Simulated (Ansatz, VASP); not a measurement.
# One calculation of LiF, two programs

```
Li F
1.0
     0.00000    2.03477    2.03477
     2.03477    0.00000    2.03477
     2.03477    2.03477    0.00000
Li F
1 1
Direct
  0.00000 0.00000 0.00000
  0.50000 0.50000 0.50000
```

Change from the starting cell: hydrostatic strain +2.0%.

Alike in both runs: task single point; functional PBE; k mesh 10 × 10 × 10; occupations fermi-dirac, width 0.02 eV; no spin polarisation.

|  | VASP | Ansatz |
| --- | --- | --- |
| version | VASP 6.6.1 | Ansatz 0.2.0 |
| potentials or method | VASP PAW PBE potentials, release 64 (Li_sv, F) | plane waves, PAW |
| plane-wave cutoff (eV) | 520 | 420 |
| valence electrons in the cell | 10 | 10 |

```csv
,VASP,Ansatz,Ansatz less VASP
gap on the k mesh at the Fermi level (eV),8.82,8.82,+0.002
```

 A k mesh can miss the band edges.
